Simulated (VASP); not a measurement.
Sb:

```
CELL_PARAMETERS angstrom
3.16000 0.00000 0.00000
0.00000 3.16000 0.00000
0.00000 0.00000 3.16000
ATOMIC_POSITIONS crystal
Sb 0.00000 0.00000 0.00000
```

This isn't the form of Sb at room conditions, which is rhombohedral.

* Program: VASP 6.6.1
* Task: relaxation of cell and atoms
* Functional: PBE
* Potentials or basis: VASP PAW PBE potentials, release 64 (Sb)
* Cutoff: 600 eV
* k mesh: 14 × 14 × 14
* Occupations: gaussian, width 0.1 eV
* Spin: no spin polarisation

At the start: pressure -2.4 GPa; volume 31.55 Å³/atom.

Question: Where does the relaxation end?

Answer: Over 3 steps the energy falls by 11.3 meV/atom and the volume is 30.08 Å³/atom (-4.7 %); space group Pm-3m (No. 221, to 0.05 Å).

Step by step:
| step | energy change (eV) | largest force (eV/Å) | pressure (GPa) | volume (Å³) |
| --- | --- | --- | --- | --- |
| 1 | 0.0000 | 0.0000 | -2.36 | 31.55 |
| 2 | -0.0093 | 0.0000 | 1.14 | 29.48 |
| 3 | -0.0113 | 0.0000 | 0.01 | 30.08 |

Final structure:
```
CELL_PARAMETERS angstrom
3.10988 0.00000 0.00000
0.00000 3.10988 0.00000
0.00000 0.00000 3.10988
ATOMIC_POSITIONS crystal
Sb 0.00000 0.00000 0.00000
```
